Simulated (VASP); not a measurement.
# CdTe (F-43m) in VASP: settings compared

One crystal, CdTe, is run at these levels: PBE-EpsX, r2SCAN, PBE; tasks: band structure, elastic constants.

Everything below comes from runs of VASP 6.6.1. Logs are shortened: lines on timing, memory, paths and dates and some standing lists are left out, and cuts for length are marked.

**The experiment to reproduce.**

A printed reference work, data compilation reports, for a bulk crystal of CdTe at 0 K: band gap 1.607 eV.

The results are compared with them further down.

## (1) The crystal as given

Symmetry: F-43m, No. 216, cubic system. The conventional cell has a = 6.496 Å, b = 6.496 Å, c = 6.496 Å, α = 90.00°, β = 90.00°, γ = 90.00°. Cd (site symmetry -43m) has 4 Te at 2.81 Å as nearest neighbours. Te (site symmetry -43m) is surrounded by 4 Cd at 2.81 Å.

## (2) Band structure, PBE-EpsX

The input, POSCAR:

```
CdTe                                    
1.0
    0.0000000000      3.2477981878      3.2477981878
    3.2477981878      0.0000000000      3.2477981878
    3.2477981878      3.2477981878      0.0000000000
  Cd              Te            
     1     1
Direct
     0.0000000000000000    0.0000000000000000    0.0000000000000000
     0.2500000000000000    0.2500000000000000    0.2500000000000000
```

The input, INCAR.step1:

```
SYSTEM = CdTe
ALGO = Normal
EDIFF = 1E-8
ENCUT = 520
GGA = PE
ISIF = 2
ISMEAR = 0
KPAR = 4
LASPH = .True.
LCHARG = .False.
LEPSILON = .True.
LREAL = .False.
LWAVE = .False.
NELM = 80
PREC = Accurate
SIGMA = 0.03
```

The input, KPOINTS.step1:

```
Automatic mesh
0
G
  8 8 8
  0 0 0
```

The input, INCAR.step2:

```
SYSTEM = CdTe
ALGO = Normal
EDIFF = 1E-5
ENCUT = 520
GGA = PE
ISIF = 2
ISMEAR = 0
KPAR = 4
LASPH = .True.
LCHARG = .False.
LREAL = .False.
LWAVE = .True.
NBANDS = 16
NELM = 80
PREC = Accurate
SIGMA = 0.03
```

The input, KPOINTS.step2:

```
k-points
0
Gamma
  6 6 6
  0 0 0
```

The input, INCAR.step3:

```
SYSTEM = CdTe
AEXX = 0.0946
ALGO = Normal
EDIFF = 1E-7
ENCUT = 520
GGA = PE
HFRCUT = -1
ISIF = 2
ISMEAR = 0
ISTART = 1
KPAR = 4
LASPH = .True.
LCHARG = .False.
LHFCALC = .True.
LREAL = .False.
LWAVE = .False.
NBANDS = 16
NELM = 80
PREC = Accurate
PRECFOCK = Fast
SIGMA = 0.03
```

The input, KPOINTS.step3:

```
k-points
0
Gamma
  6 6 6
  0 0 0
```

The input, KPOINTS_OPT:

```
explicit points
6
Reciprocal
 0.0000000000  0.0000000000  0.0000000000 1
 0.3750000000  0.3750000000  0.7500000000 1
 0.5000000000  0.5000000000  0.5000000000 1
 0.6250000000  0.2500000000  0.6250000000 1
 0.5000000000  0.2500000000  0.7500000000 1
 0.5000000000  0.0000000000  0.5000000000 1
```

Potentials or basis: VASP PAW PBE potentials, release 64 (Cd, Te).

The run is started by

```bash
> cat potpaw_PBE.64/Cd/POTCAR potpaw_PBE.64/Te/POTCAR > POTCAR
> cp INCAR.step1 INCAR
> cp KPOINTS.step1 KPOINTS
> mpirun -np 4 vasp_std > vasp.out
> cp INCAR.step2 INCAR
> cp KPOINTS.step2 KPOINTS
> mpirun -np 4 vasp_std > vasp.out
> cp INCAR.step3 INCAR
> cp KPOINTS.step3 KPOINTS
> mpirun -np 4 vasp_std > vasp.out
```

OUTCAR:

```text
SYSTEM = CdTe
   AEXX = 0.0946
   EDIFF = 1E-7
   ENCUT = 520
   GGA = PE
   ISIF = 2
   ISMEAR = 0
   ISTART = 1
   LASPH = .True.
   LHFCALC = .True.
   LREAL = .False.
   NELM = 80
   PREC = Accurate
   PRECFOCK = Fast

 ion  position               nearest neighbor table
   1  0.000  0.000  0.000-   2 2.81   2 2.81   2 2.81   2 2.81
   2  0.250  0.250  0.250-   1 2.81   1 2.81   1 2.81   1 2.81

  LATTYP: Found a face centered cubic cell.
 ALAT       =     6.4955963756

  Lattice vectors:

 A1 = (   0.0000000000,   3.2477981878,   3.2477981878)
 A2 = (   3.2477981878,   0.0000000000,   3.2477981878)
 A3 = (   3.2477981878,   3.2477981878,   0.0000000000)

Analysis of symmetry for initial positions (statically):
=====================================================================
 Subroutine PRICEL returns:
 Original cell was already a primitive cell.

 Routine SETGRP: Setting up the symmetry group for a
 face centered cubic supercell.

 Subroutine GETGRP returns: Found 24 space group operations
 (whereof 24 operations were pure point group operations)
 out of a pool of 48 trial point group operations.

The static configuration has the point symmetry T_d .

Analysis of symmetry for dynamics (positions and initial velocities):
=====================================================================
 Subroutine PRICEL returns:
 Original cell was already a primitive cell.

 Routine SETGRP: Setting up the symmetry group for a
 face centered cubic supercell.

 Subroutine GETGRP returns: Found 24 space group operations
 (whereof 24 operations were pure point group operations)
 out of a pool of 48 trial point group operations.

The dynamic configuration has the point symmetry T_d .

 Subroutine INISYM returns: Found 24 space group operations
 (whereof 24 operations are pure point group operations),
 and found     1 'primitive' translations

----------------------------------------------------------------------------------------

                                     Primitive cell

  volume of cell :      68.5168

  direct lattice vectors                    reciprocal lattice vectors
     0.000000000  3.247798188  3.247798188    -0.153950452  0.153950452  0.153950452
     3.247798188  0.000000000  3.247798188     0.153950452 -0.153950452  0.153950452
     3.247798188  3.247798188  0.000000000     0.153950452  0.153950452 -0.153950452

  length of vectors
     4.593080245  4.593080245  4.593080245     0.266650005  0.266650005  0.266650005

  position of ions in fractional coordinates (direct lattice)
     0.000000000  0.000000000  0.000000000
     0.250000000  0.250000000  0.250000000

  ion indices of the primitive-cell ions
   primitive index   ion index
                 1           1
                 2           2

----------------------------------------------------------------------------------------

 KPOINTS: k-points

Automatic generation of k-mesh.
 Grid dimensions read from file:
 generate k-points for:    6    6    6

 Generating k-lattice:

  Cartesian coordinates                     Fractional coordinates (reciprocal lattice)
    -0.025658409  0.025658409  0.025658409     0.166666667  0.000000000  0.000000000
     0.025658409 -0.025658409  0.025658409     0.000000000  0.166666667  0.000000000
     0.025658409  0.025658409 -0.025658409     0.000000000  0.000000000  0.166666667

  Length of vectors
     0.044441668  0.044441668  0.044441668

  Shift w.r.t. Gamma in fractional coordinates (k-lattice)
     0.000000000  0.000000000  0.000000000

 Subroutine IBZKPT returns following result:
 ===========================================

 Found     16 irreducible k-points:

 Following reciprocal coordinates:
            Coordinates               Weight
  0.000000  0.000000  0.000000      1.000000
  0.166667  0.000000  0.000000      8.000000
  0.333333  0.000000  0.000000      8.000000
  0.500000  0.000000  0.000000      4.000000
  0.166667  0.166667  0.000000      6.000000
  0.333333  0.166667  0.000000     24.000000
[... 8 lines left out ...]
 -0.333333  0.333333  0.166667     24.000000
 -0.333333  0.500000  0.166667     12.000000
   k-points           NKPTS =     16   k-points in BZ     NKDIM =    216   number of bands    NBANDS=     16
   number of dos      NEDOS =    301   number of ions     NIONS =      2
   total plane-waves  NPLWV =  46656
   dimension x,y,z NGX =    36 NGY =   36 NGZ =   36
   dimension x,y,z NGXF=    72 NGYF=   72 NGZF=   72
   ions per type =               1   1
   NGX,Y,Z   is equivalent  to a cutoff of  13.03, 13.03, 13.03 a.u.
   NGXF,Y,Z  is equivalent  to a cutoff of  26.06, 26.06, 26.06 a.u.
 SYSTEM =  CdTe
   PREC   = accura    normal or accurate (medium, high low for compatibility)
   ISTART =      1    job   : 0-new  1-cont  2-samecut
   ICHARG =      0    charge: 1-file 2-atom 10-const
   ISPIN  =      1    spin polarized calculation?
   LNONCOLLINEAR =      F non collinear calculations
   LSORBIT =      F    spin-orbit coupling
   LASPH  =      T    aspherical Exc in radial PAW
   ENCUT  =  520.0 eV  38.22 Ry    6.18 a.u.   8.54  8.54  8.54*2*pi/ulx,y,z
   NELM   =     80;   NELMIN=  2; NELMDL=  0     # of ELM steps
   EDIFF  = 0.1E-06   stopping-criterion for ELM
   LREAL  =      F    real-space projection
   EDIFFG = 0.1E-05   stopping-criterion for IOM
   NSW    =      0    number of steps for IOM
   IBRION =     -1    ionic relax: 0-MD 1-quasi-New 2-CG
   NFREE  =      0    steps in history (QN), initial steepest desc. (CG)
   ISIF   =      2    stress and relaxation
   ISYM   =      3    0-nonsym 1-usesym 2-fastsym
   POTIM  = 0.5000    time-step for ionic-motion
   TEBEG  =    0.0;   TEEND  =   0.0 temperature during run
   PSTRESS=    0.0 pullay stress
   NELECT =      18.0000    total number of electrons
   NUPDOWN=      -1.0000    fix difference up-down
   EMIN   =  10.00;   EMAX   =-10.00  energy-range for DOS
   EFERMI =   0.00;   METHOD = LEGACY
   ISMEAR =     0;   SIGMA  =   0.03  broadening in eV -4-tet -1-fermi 0-gaus
   EFERMI_NEDOS =   21; number of points for ismear=-14 and -15
   IALGO  =     38    algorithm
   IMIX   =      1    mixing-type and parameters
     AMIX     =   0.40;   BMIX     =  1.00
     AMIX_MAG =   1.60;   BMIX_MAG =  1.00
  volume/ion in A,a.u.               =      34.26       231.19
  Fermi-wavevector in a.u.,A,eV,Ry     =   1.048496  1.981369 14.957471  1.099343
  Thomas-Fermi vector in A             =   2.183420
   LORBIT       =      0    0 simple, 1 ext, 2 COOP (PROOUT), +10 PAW based schemes
   GGA     = PE    functional components
   LHFCALC =     T    Hartree Fock is set to
   PRECFOCK=fast      Normal, Fast or Accurate (Low or Medium for compatibility)
   ENCUT4O =  -1.0   cutoff for four orbital integrals eV
   NKREDX  =     1    reduce k-point grid by
   NKREDY  =     1    reduce k-point grid by
   NKREDZ  =     1    reduce k-point grid by
   AEXX    =    0.0946 exact exchange contribution
   HFSCREEN=    0.0000 screening length (either q_TF or 0.3 A-1)
   HFSCREENC=   0.0000 screening length for correlation (either q_TF or 0.3 A-1)
   ENCUTFOCK=  -1.0 apply spherical cutoff to Coloumb kernel
   IVDW    =     0    specifies the selected vdW correction
   LEPSILON=     F    determine dielectric tensor
   LRPA    =     F    only Hartree local field effects (RPA)
 non-spin polarized calculation
 Gauss-broadening in eV      SIGMA  =   0.03
  energy-cutoff  :      520.00
  volume of cell :       68.52
 maximum number of plane-waves:      1868
 NGX is ok and might be reduce to    36
  NGX = 20; NGY = 20; NGZ = 20

 number of electron      17.9999998 magnetization

 Free energy of the ion-electron system (eV)
  ---------------------------------------------------
  ext. energy  EPLUGINS =         0.00000000
  ---------------------------------------------------
  free energy    TOTEN  =        -5.41538144 eV

  energy without entropy =       -5.41538144  energy(sigma->0) =       -5.41538144

 E-fermi :   2.1149     XC(G=0):  -7.8793

 val. band max:        1.9827371707   @ k =   0.0000   0.0000   0.0000
 cond. band min:       3.2303460024   @ k =   0.0000   0.0000   0.0000
 fundamental gap:      1.2476088317
 Fermi energy:         2.1148812217

 k-point     1 :       0.0000    0.0000    0.0000
  band No.  band energies     occupation
      1      -9.5669      2.00000
      2      -6.8161      2.00000
      3      -6.8160      2.00000
      4      -6.8160      2.00000
      5      -6.5593      2.00000
      6      -6.5593      2.00000
[... 8 lines left out ...]
     15      11.9560      0.00000
     16      11.9560      0.00000

 k-point     2 :       0.1667    0.0000    0.0000
  band No.  band energies     occupation
      1      -9.4665      2.00000
      2      -6.7980      2.00000
      3      -6.7980      2.00000
      4      -6.7272      2.00000
      5      -6.5605      2.00000
      6      -6.5605      2.00000
[... 8 lines left out ...]
     15      11.0555      0.00000
     16      11.0555      0.00000

 k-point     3 :       0.3333    0.0000    0.0000
  band No.  band energies     occupation
      1      -9.2696      2.00000
      2      -6.7665      2.00000
      3      -6.7665      2.00000
      4      -6.5570      2.00000
      5      -6.5570      2.00000
      6      -6.4344      2.00000
[... 8 lines left out ...]
     15      11.4824      0.00000
     16      11.4824      0.00000

 k-point     4 :       0.5000    0.0000    0.0000
  band No.  band energies     occupation
      1      -9.1742      2.00000
      2      -6.7541      2.00000
      3      -6.7541      2.00000
      4      -6.5513      2.00000
      5      -6.5513      2.00000
      6      -6.1798      2.00000
[... 8 lines left out ...]
     15      12.9514      0.00000
     16      12.9514      0.00000
[... 172 lines left out ...]
 k-point    14 :       0.5000    0.3333    0.1667
  band No.  band energies     occupation
      1      -9.1462      2.00000
      2      -6.7230      2.00000
      3      -6.7150      2.00000
      4      -6.5985      2.00000
      5      -6.5475      2.00000
      6      -6.2103      2.00000
[... 8 lines left out ...]
     15      12.9163      0.00000
     16      14.0795      0.00000

 k-point    15 :      -0.3333    0.3333    0.1667
  band No.  band energies     occupation
      1      -9.0878      2.00000
      2      -6.7151      2.00000
      3      -6.7010      2.00000
      4      -6.5833      2.00000
      5      -6.5566      2.00000
      6      -6.0182      2.00000
[... 8 lines left out ...]
     15      13.1193      0.00000
     16      13.8473      0.00000

 k-point    16 :      -0.3333    0.5000    0.1667
  band No.  band energies     occupation
      1      -9.0590      2.00000
      2      -6.6880      2.00000
      3      -6.6862      2.00000
      4      -6.6060      2.00000
      5      -6.5472      2.00000
      6      -5.9666      2.00000
[... 8 lines left out ...]
     15      13.7221      0.00000
     16      14.0013      0.00000

------------------------ aborting loop because EDIFF is reached ----------------------------------------

  FORCE on cell =-STRESS in cart. coord.  units (eV):
  Direction    XX          YY          ZZ          XY          YZ          ZX
  --------------------------------------------------------------------------------------
  -------------------------------------------------------------------------------------
  Total        0.8285397      0.8285397      0.8285397      0.0000000      0.0000000     -0.0000000
  in kB       19.3743340     19.3743340     19.3743340      0.0000000      0.0000000     -0.0000000
  external PRESSURE =      19.3743340 kB  Pullay stress =       0.0000000 kB

 VOLUME and BASIS-vectors are now :
 -----------------------------------------------------------------------------
  energy-cutoff  :      520.00
  volume of cell :       68.52
      direct lattice vectors                 reciprocal lattice vectors
     0.000000000  3.247798188  3.247798188    -0.153950452  0.153950452  0.153950452
     3.247798188  0.000000000  3.247798188     0.153950452 -0.153950452  0.153950452
     3.247798188  3.247798188  0.000000000     0.153950452  0.153950452 -0.153950452

 POSITION                                       TOTAL-FORCE (eV/Angst)
 -----------------------------------------------------------------------------------
      0.00000      0.00000      0.00000        -0.000000      0.000000      0.000000
      1.62390      1.62390      1.62390         0.000000     -0.000000     -0.000000
 -----------------------------------------------------------------------------------
    total drift:                               -0.000001     -0.000000     -0.000000

  FREE ENERGIE OF THE ION-ELECTRON SYSTEM (eV)
  ---------------------------------------------------
  free  energy   TOTEN  =        -5.4153814391 eV

  energy  without entropy=       -5.4153814391  energy(sigma->0) =       -5.41538144
```

Run time: 11 min. Hardware: 4 MPI ranks of Intel Xeon Platinum 8488C (Sapphire Rapids), shared host; peak memory 0.42 GiB.

What came out:

```yaml
Free_energy: -5.4154 eV
Pressure: 1.9 GPa
Band_gap_on_the_k_mesh: 1.25 eV, direct
Band_gap_along_the_path: 1.25 eV, direct
```

Caveat: the PAW data sets were made with another functional, which shifts forces and pressure a little; spin-orbit coupling is left out, which moves the levels of the heavy elements.

## (3) Elastic constants, r2SCAN

This run uses another cell than the first one, of 35.30 Å³/atom, 1.030 times its volume.

The input, POSCAR:

```
CdTe
1.0
    0.0000000000      3.2804065418      3.2804065418
    3.2804065418      0.0000000000      3.2804065418
    3.2804065418      3.2804065418      0.0000000000
  Cd              Te
     1     1
Direct
     0.0000000000000000    0.0000000000000000    0.0000000000000000
     0.2500000000000000    0.2500000000000000    0.2500000000000000
```

The input, INCAR.step1:

```
ALGO = Normal
EDIFF = 1E-8
EDIFFG = -0.002
ENCUT = 600
IBRION = 2
ISIF = 3
ISMEAR = 0
LASPH = T
LCHARG = F
LMIXTAU = T
LREAL = F
LWAVE = F
METAGGA = R2SCAN
NELM = 80
NSW = 40
PREC = Accurate
SIGMA = 0.03
```

The input, INCAR.step2:

```
ALGO = Normal
EDIFF = 1E-8
ENCUT = 600
IBRION = 6
ISIF = 3
ISMEAR = 0
LASPH = T
LCHARG = F
LMIXTAU = T
LREAL = F
LWAVE = F
METAGGA = R2SCAN
NELM = 80
NFREE = 2
NSW = 1
POTIM = 0.015
PREC = Accurate
SIGMA = 0.03
```

The input, KPOINTS:

```
k-points
0
Gamma
  8 8 8
```

Potentials or basis: VASP PAW PBE potentials, release 64 (Cd, Te).

The run is started by

```bash
> cat potpaw_PBE.64/Cd/POTCAR potpaw_PBE.64/Te/POTCAR > POTCAR
> cp INCAR.step1 INCAR
> mpirun -np 1 vasp_std > vasp.out
> cp CONTCAR POSCAR
> cp INCAR.step2 INCAR
> mpirun -np 1 vasp_std > vasp.out
```

It took 63 min on 1 thread of Intel Xeon 6975P-C (Granite Rapids), shared host; peak memory 0.49 GiB.

It converged, with:

```
Elastic constants C11, C12, C44                         : 52, 35, 20 GPa
Voigt bulk modulus                                      : 40 GPa
Highest phonon frequency at Γ, LO-TO splitting left out : 137 cm⁻¹
```

Phonon frequencies in cm⁻¹ (negative: imaginary):
```
              q point        frequencies
(0.000, 0.000, 0.000)  0 0 0 137 137 137
```

Elastic tensor in Voigt notation (GPa, in the Cartesian axes of the cell as first typed):
```
52 35 35  0  0  0
35 52 35  0  0  0
35 35 52  0  0  0
 0  0  0 20  0  0
 0  0  0  0 20  0
 0  0  0  0  0 20
```

Clamped-ion elastic tensor (GPa):
```
52 35 35  0  0  0
35 52 35  0  0  0
35 35 52  0  0  0
 0  0  0 36  0  0
 0  0  0  0 36  0
 0  0  0  0  0 36
```

Caveat: the PAW data sets were made with another functional, which shifts forces and pressure a little. The run has no spin-orbit coupling, so splittings on Te are missing.

[end of part 1 of 2]
